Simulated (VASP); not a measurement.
Crystal: Al.

```
Al
1.0
     2.16896    1.25225    1.05709
    -2.16896    1.25225    1.05709
     0.00000   -2.50449    1.05709
Al
1
Cartesian
  0.0000 0.0000 1.5856
```

The cell was built by a generator and needn't be a form met in nature.

| Item | Value |
| --- | --- |
| Program | VASP 6.6.1 |
| Task | relaxation of cell and atoms |
| Functional | PBEsol |
| Potentials or basis | VASP PAW PBE potentials, release 64 (Al) |
| Cutoff | 600 eV |
| k mesh | 9 × 9 × 9 |
| Occupations | gaussian, width 0.1 eV |
| Spin | no spin polarisation |

At the start: pressure 0.3 GPa; volume 17.23 Å³/atom.

How do energy, volume and symmetry change on relaxing?

Over 9 steps the energy falls by 61.4 meV/atom and the volume is 16.56 Å³/atom (-3.8 %); space group Im-3m (No. 229, to 0.05 Å).

Step by step:
```
step  energy change (eV)  largest force (eV/Å)  pressure (GPa)  volume (Å³)
   1              0.0000                0.0000            0.29        17.23
   2             -0.0404                0.0000           -1.46        17.28
   3             -0.0513                0.0000           -2.57        17.28
   4             -0.0550                0.0000           -2.74        17.26
   5             -0.0525                0.0000           -2.62        17.23
   6             -0.0555                0.0000           -2.77        17.25
   7             -0.0584                0.0000            1.16        16.31
   8             -0.0605                0.0000           -0.43        16.69
   9             -0.0614                0.0000            0.14        16.56
```

Final structure:
```yaml
crystal:
  lattice:
    - [2.26967, 1.31040, 0.92822]
    - [-2.26967, 1.31040, 0.92822]
    - [0.00000, -2.62079, 0.92822]
  atoms:
    - { symbol: Al, position: [0.50000, 0.50000, 0.50000] }
```

Caveat: the PAW data sets were made with another functional, which shifts forces and pressure a little.
